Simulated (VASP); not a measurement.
Write the native input for VASP 6.6.1 that does the following.

| Item | Value |
| --- | --- |
| Task | single point |
| Functional | RPBE |
| Potentials or basis | VASP PAW PBE potentials, release 64 (V_sv) |
| Cutoff | 520 eV |
| k mesh | 12 × 12 × 12 |
| Occupations | gaussian, width 0.1 eV |
| Spin | collinear spin, ferromagnetic start |
| Starting moments | [2.0] μB |
| Further INCAR settings | ALGO = Normal; EDIFF = 1e-06 |

The structure of V lies in POSCAR:

```
V
1.0
   -1.5143500000      1.5143500000      1.5143500000
    1.5143500000     -1.5143500000      1.5143500000
    1.5143500000      1.5143500000     -1.5143500000
V
1
Direct
    0.0000000000      0.0000000000      0.0000000000
```

One way to write it, as run:

INCAR

```
ALGO = Normal
EDIFF = 1E-6
ENCUT = 520
GGA = RP
ISIF = 2
ISMEAR = 0
ISPIN = 2
LASPH = T
LCHARG = F
LMAXMIX = 4
LORBIT = 11
LREAL = F
LWAVE = F
MAGMOM = 2
NELM = 150
PREC = Accurate
SIGMA = 0.1
```

KPOINTS

```
k-points
0
Gamma
  12 12 12
```

Potentials or basis: VASP PAW PBE potentials, release 64 (V_sv).

The run is started by

```sh
$ cat potpaw_PBE.64/V_sv/POTCAR > POTCAR
$ mpirun -np 1 vasp_std > vasp.out
```

Results of the run:

```json
{
  "Pressure": "-1.0 GPa",
  "Band gap on the k mesh": "none (metal or under the smearing width)",
  "Net moment": "0.00 μB per cell",
  "Valence electrons inside the program's atomic spheres": "V 11.59"
}
```

Caveat: the PAW data sets were made with another functional, which shifts forces and pressure a little.

Wall time 18 s on 1 thread of Intel(R) Xeon(R) Platinum 8488C (Sapphire Rapids) (shared host), peak memory 0.14 GiB.
